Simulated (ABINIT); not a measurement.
# Zn (Fm-3m) in ABINIT: reference runs

Reference runs on Zn: the cell as given and a disturbed copy.

Everything below comes from runs of ABINIT 10.8.3 (patched build). Logs are shortened: lines on timing, memory, paths and dates and some standing lists are left out, and cuts for length are marked. The log counts tension as positive stress, the text compression.

### 1 The crystal as given

The structure is cubic, space group Fm-3m (No. 225). The conventional cell has a = 3.930 Å, b = 3.930 Å, c = 3.930 Å, α = 90.00°, β = 90.00°, γ = 90.00°. Zn (site symmetry m-3m) is surrounded by 12 Zn at 2.78 Å.

This isn't the form of Zn at room conditions, which is hcp.

### 2 Single point, PBEsol

Contents of run.abi:

```
# Pseudopotentials
pp_dirpath "./"
pseudos "Zn.upf"

# Structure
acell 3*1.0
rprim
     0.0000000000     3.7128885362     3.7128885362
     3.7128885362     0.0000000000     3.7128885362
     3.7128885362     3.7128885362     0.0000000000
ntypat 1
znucl 30
natom 1
typat 1
xred
     0.0000000000     0.0000000000     0.0000000000

# Plane-wave basis
ecut 1142.878222 eV

# k points
kptopt 1
ngkpt 12 12 12
nshiftk 1
shiftk 0.0 0.0 0.0

# Exchange and correlation
ixc -116133

# Bands and occupations
nband 14
occopt 3
tsmear 0.05 eV

# SCF cycle
nstep 100
tolvrs 1.0e-10

# Output
iomode 3
prtwf 0
prteig 0
prtebands 0
enunit 2
prtden 1
prtvha 1
prtvclmb 1
prtpot 1
prtelf 1
```

Potentials or basis: PseudoDojo NC SR PBEsol v0.4.1 standard.

On the command line:

```sh
$ abinit run.abi > log 2>&1
```

run.abo:

```text
.Version 10.8.3 of ABINIT
 Symmetries : space group Fm -3 m (#225); Bravais cF (face-center cubic)
================================================================================
 Values of the parameters that define the memory need of the present run
     intxc =       0    ionmov =       0      iscf =       7    lmnmax =       6
     lnmax =       6     mgfft =      32  mpssoang =       3    mqgrid =    3001
     natom =       1  nloc_mem =       1    nspden =       1   nspinor =       1
    nsppol =       1      nsym =      48    n1xccc =    2501    ntypat =       1
    occopt =       3   xclevel =       2
       mpw =        1348          nfft =       32768          nkpt =          72
================================================================================
================================================================================

--------------------------------------------------------------------------------
------------- Echo of variables that govern the present computation ------------
--------------------------------------------------------------------------------
 -outvars: echo values of preprocessed input variables --------
            acell      1.0000000000E+00  1.0000000000E+00  1.0000000000E+00 Bohr
              amu      6.53900000E+01
             ecut      4.20000000E+01 Hartree
           enunit           2
                       outvar_i_n : Printing only first  50 k-points.
              ixc     -116133
                       outvar_i_n : Printing only first  50 k-points.
         kptrlatt       12    0    0      0   12    0      0    0   12
          kptrlen      6.30098079E+01
            natom           1
            nband          14
            ngfft          32      32      32
             nkpt          72
            nstep         100
             nsym          48
           ntypat           1
                       prtocc : prtvol=0, do not print more k-points.
           occopt           3
        prtebands           0
           prteig           0
           prtelf           1
           prtpot           1
         prtvclmb           1
           prtvha           1
            prtwf           0
            rprim      0.0000000000E+00  3.7128885362E+00  3.7128885362E+00
                       3.7128885362E+00  0.0000000000E+00  3.7128885362E+00
                       3.7128885362E+00  3.7128885362E+00  0.0000000000E+00
          spgroup         225
           tolvrs      1.00000000E-10
           tsmear      1.83746611E-03 Hartree
            typat      1
                       outvars : Printing only first  50 k-points.
            znucl       30.00000

================================================================================

 chkinp: Checking input parameters for consistency.

================================================================================
== DATASET  1 ==================================================================

--- !DatasetInfo
iteration_state: {dtset: 1, }
dimensions: {natom: 1, nkpt: 72, mband: 14, nsppol: 1, nspinor: 1, nspden: 1, mpw: 1348, }
cutoff_energies: {ecut:  42.0, pawecutdg:  -1.0, }
electrons: {nelect:   2.00000000E+01, charge:   0.00000000E+00, occopt:   3.00000000E+00, tsmear:   1.83746611E-03, }
meta: {optdriver: 0, ionmov: 0, optcell: 0, iscf: 7, paral_kgb: 0, }
...

 Real(R)+Recip(G) space primitive vectors, cartesian coordinates (Bohr,Bohr^-1):
 R(1)=  0.0000000  3.7128885  3.7128885  G(1)= -0.1346660  0.1346660  0.1346660
 R(2)=  3.7128885  0.0000000  3.7128885  G(2)=  0.1346660 -0.1346660  0.1346660
 R(3)=  3.7128885  3.7128885  0.0000000  G(3)=  0.1346660  0.1346660 -0.1346660
 Unit cell volume ucvol=  1.0236836E+02 bohr^3
 Angles (23,13,12)=  6.00000000E+01  6.00000000E+01  6.00000000E+01 degrees

 getcut: wavevector=  0.0000  0.0000  0.0000  ngfft=  32  32  32
         ecut(hartree)=     42.000   => boxcut(ratio)=   2.08898

--- Pseudopotential description ------------------------------------------------
- pspini: atom type   1  psp file is ./Zn.upf
12 -116133 2 -1 1312                          pspcod,pspxc,lmax,lloc,mmax
     nproj     2     2     2

   5.31468713E+02                                ecore*ucvol(ha*bohr**3)
--------------------------------------------------------------------------------

================================================================================

--- !BeginCycle
iteration_state: {dtset: 1, }
solver: {iscf: 7, nstep: 100, nline: 4, wfoptalg: 0, }
tolerances: {tolvrs: 1.00E-10, }
...

     iter   Etot(hartree)      deltaE(h)  residm     vres2
 ETOT  1  -208.73683107255    -2.087E+02 5.786E-01 1.152E+01
 ETOT  2  -208.91474043528    -1.779E-01 5.717E-02 1.861E-01
 ETOT  3  -208.91479075040    -5.032E-05 1.064E-03 6.228E-04
 ETOT  4  -208.91479080080    -5.041E-08 2.608E-04 1.287E-04
 ETOT  5  -208.91479078899     1.181E-08 1.027E-04 1.772E-04
 ETOT  6  -208.91479084420    -5.521E-08 8.067E-05 4.020E-06
 ETOT  7  -208.91479084556    -1.361E-09 2.815E-05 8.744E-09
 ETOT  8  -208.91479084556     2.728E-12 2.104E-05 9.477E-11

 At SCF step    8       vres2   =  9.48E-11 < tolvrs=  1.00E-10 =>converged.

 Compute ELF
--------------------------------------------------------------------------------

 Compute kinetic energy density

 Compute gradient of the electron density
 Electron Localization Function (ELF) [min:0;max:1]
)     Maximum=    7.4373E-01  at reduced coord.    0.1250    0.8438    0.9688
)     Minimum=    6.1847E-02  at reduced coord.    0.0000    0.0000    0.0000
   Integrated=    2.7557E+01

--------------------------------------------------------------------------------
 End of ELF section

 Cartesian components of stress tensor (hartree/bohr^3)
  sigma(1 1)=  1.80828442E-04  sigma(3 2)=  0.00000000E+00
  sigma(2 2)=  1.80828442E-04  sigma(3 1)=  0.00000000E+00
  sigma(3 3)=  1.80828442E-04  sigma(2 1)=  0.00000000E+00

--- !ResultsGS
iteration_state: {dtset: 1, }
comment   : Summary of ground state results
lattice_vectors:
- [  0.0000000,   3.7128885,   3.7128885, ]
- [  3.7128885,   0.0000000,   3.7128885, ]
- [  3.7128885,   3.7128885,   0.0000000, ]
lattice_lengths: [   5.25082,    5.25082,    5.25082, ]
lattice_angles: [ 60.000,  60.000,  60.000, ] # degrees, (23, 13, 12)
lattice_volume:   1.0236836E+02
convergence: {deltae:  2.728E-12, res2:  9.477E-11, residm:  2.104E-05, diffor: null, }
etotal    :  -2.08914791E+02
entropy   :   0.00000000E+00
fermie    :   2.81918448E-01
cartesian_stress_tensor: # hartree/bohr^3
- [  1.80828442E-04,   0.00000000E+00,   0.00000000E+00, ]
- [  0.00000000E+00,   1.80828442E-04,   0.00000000E+00, ]
- [  0.00000000E+00,   0.00000000E+00,   1.80828442E-04, ]
pressure_GPa:  -5.3202E+00
xred      :
- [  0.0000E+00,   0.0000E+00,   0.0000E+00, Zn]
cartesian_forces: # hartree/bohr
- [ -0.00000000E+00,  -0.00000000E+00,  -0.00000000E+00, ]
force_length_stats: {min:   0.00000000E+00, max:   0.00000000E+00, mean:   0.00000000E+00, }
...

 Integrated electronic density in atomic spheres:
 ------------------------------------------------
 Atom  Sphere_radius  Integrated_density
    1        2.00000         18.10410883
================================================================================

 ----iterations are completed or convergence reached----

 Mean square residual over all n,k,spin=   26.061E-09; max=  21.041E-06
 reduced coordinates (array xred) for    1 atoms
       0.000000000000      0.000000000000      0.000000000000
 rms dE/dt=  0.0000E+00; max dE/dt=  0.0000E+00; dE/dt below (all hartree)
    1       0.000000000000      0.000000000000      0.000000000000

 cartesian coordinates (angstrom) at end:
    1      0.00000000000000     0.00000000000000     0.00000000000000

 cartesian forces (hartree/bohr) at end:
    1     -0.00000000000000    -0.00000000000000    -0.00000000000000
 frms,max,avg= 0.0000000E+00 0.0000000E+00   0.000E+00  0.000E+00  0.000E+00 h/b

 cartesian forces (eV/Angstrom) at end:
    1     -0.00000000000000    -0.00000000000000    -0.00000000000000
 frms,max,avg= 0.0000000E+00 0.0000000E+00   0.000E+00  0.000E+00  0.000E+00 e/A
 length scales=  1.000000000000  1.000000000000  1.000000000000 bohr
              =  0.529177210544  0.529177210544  0.529177210544 angstroms
 Fermi (or HOMO) energy (hartree) =   0.28192   Average Vxc (hartree)=  -0.44923
 Eigenvalues (hartree) for nkpt=  72  k points:
 kpt#   1, nband= 14, wtk=  0.00058, kpt=  0.0000  0.0000  0.0000 (reduced coord)
  -4.35131   -2.67170   -2.67170   -2.67170   -0.09730    0.00717    0.00717    0.00717
   0.02139    0.02139    0.95179    0.95179    0.95179    0.96807
      occupation numbers for kpt#   1
   2.00000    2.00000    2.00000    2.00000    2.00000    2.00000    2.00000    2.00000
   2.00000    2.00000    0.00000    0.00000    0.00000    0.00000
 prteigrs : prtvol=0 or 1, do not print more k-points.

 Fermi (or HOMO) energy (eV) =   7.67139   Average Vxc (eV)= -12.22429
 Eigenvalues (   eV  ) for nkpt=  72  k points:
 kpt#   1, nband= 14, wtk=  0.00058, kpt=  0.0000  0.0000  0.0000 (reduced coord)
-118.40510  -72.70054  -72.70054  -72.70054   -2.64757    0.19522    0.19522    0.19522
   0.58193    0.58193   25.89958   25.89958   25.89958   26.34258
 prteigrs : prtvol=0 or 1, do not print more k-points.

--- !EnergyTerms
iteration_state     : {dtset: 1, }
comment             : Components of total free energy in Hartree
kinetic             :  9.21334901982410E+01
hartree             :  6.91922106496326E+01
xc                  : -2.22311452927641E+01
Ewald energy        : -1.23485044848835E+02
psp_core            :  5.19172849568759E+00
local_psp           : -1.81813002775993E+02
non_local_psp       : -4.79029048061376E+01
internal            : -2.08914668380168E+02
'-kT*entropy'       : -1.22465391062039E-04
total_energy        : -2.08914790845559E+02
total_energy_eV     : -5.68486106619685E+03
band_energy         : -2.43452124545748E+01
...

 Cartesian components of stress tensor (hartree/bohr^3)
  sigma(1 1)=  1.80828442E-04  sigma(3 2)=  0.00000000E+00
  sigma(2 2)=  1.80828442E-04  sigma(3 1)=  0.00000000E+00
  sigma(3 3)=  1.80828442E-04  sigma(2 1)=  0.00000000E+00

-Cartesian components of stress tensor (GPa)         [Pressure= -5.3202E+00 GPa]
- sigma(1 1)=  5.32015644E+00  sigma(3 2)=  0.00000000E+00
- sigma(2 2)=  5.32015644E+00  sigma(3 1)=  0.00000000E+00
- sigma(3 3)=  5.32015644E+00  sigma(2 1)=  0.00000000E+00

== END DATASET(S) ==============================================================
================================================================================

 -outvars: echo values of variables after computation  --------
            acell      1.0000000000E+00  1.0000000000E+00  1.0000000000E+00 Bohr
           etotal     -2.0891479085E+02
            fcart     -0.0000000000E+00 -0.0000000000E+00 -0.0000000000E+00
            rprim      0.0000000000E+00  3.7128885362E+00  3.7128885362E+00
                       3.7128885362E+00  0.0000000000E+00  3.7128885362E+00
                       3.7128885362E+00  3.7128885362E+00  0.0000000000E+00
           strten      1.8082844189E-04  1.8082844189E-04  1.8082844189E-04
                       0.0000000000E+00  0.0000000000E+00  0.0000000000E+00
 Calculation completed.
```

Run time: 26 s. Hardware: 1 thread of Arm Neoverse V2, shared host; peak memory 0.08 GiB.

What came out:

```
Free energy                                           : -5684.8611 eV
Pressure                                              : -5.3 GPa
Band gap on the k mesh                                : none (metal or under the smearing width)
Valence electrons inside the program's atomic spheres : Zn 18.10 (radii [1.0584] Å)
```

Levels at points of the mesh, in eV from the Fermi level:
```csv
k point,band 7,band 8,band 9,band 10,band 11,band 12,band 13,band 14
"(0.00, 0.00, 0.00)",-7.48,-7.48,-7.09,-7.09,18.23,18.23,18.23,18.67
"(0.50, 0.00, 0.00)",-7.48,-6.80,-6.80,-2.86,-1.32,15.21,15.21,17.28
"(0.50, 0.50, 0.00)",-6.82,-6.73,-6.73,-0.96,1.78,8.42,8.42,12.07
```

[end of part 1 of 2]
